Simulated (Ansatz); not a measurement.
Runs of Ansatz 0.2.0 on Gd. Symmetry: Im-3m, No. 229, cubic system. Conventional cell: a = 4.050 Å, b = 4.050 Å, c = 4.050 Å, α = 90.00°, β = 90.00°, γ = 90.00°. Gd (site symmetry m-3m) has 8 Gd at 3.51 Å as nearest neighbours. This isn't the form of Gd at room conditions, which is hcp.

```tsv
level	cutoff (eV)	gap on the mesh (eV)	pressure (GPa)	moment (μB)
RPBE	420	none	1.7	7.65
r2SCAN	500	none	0.7	7.89
BLYP	420	none	1.1	(b)
revPBE	420	none	1.2	(a)
PBEsol	420	none	-2.4	7.62
```

Alike in all rows: task band structure; potentials or basis Ansatz PAW; spin collinear, ferromagnetic start; cell as given; k mesh 7 × 7 × 7; smearing fermi-dirac 0.05 eV.

Q: Estimate the missing entries.

A: (a) 7.64; (b) 7.47.

Caveats: spin-orbit coupling is left out, which moves the levels of the heavy elements; the PAW data sets come from PBE, with cores solved anew for the run's functional, which leaves a small shift of forces and pressure; the magnetic or orbital state may not be the lowest (some runs).

A k mesh can miss the band edges, and the runs leave out spin-orbit coupling on Gd.

A gap of «none» marks a metal or a gap under the smearing width.

Runs at the PBE level aren't shown here.
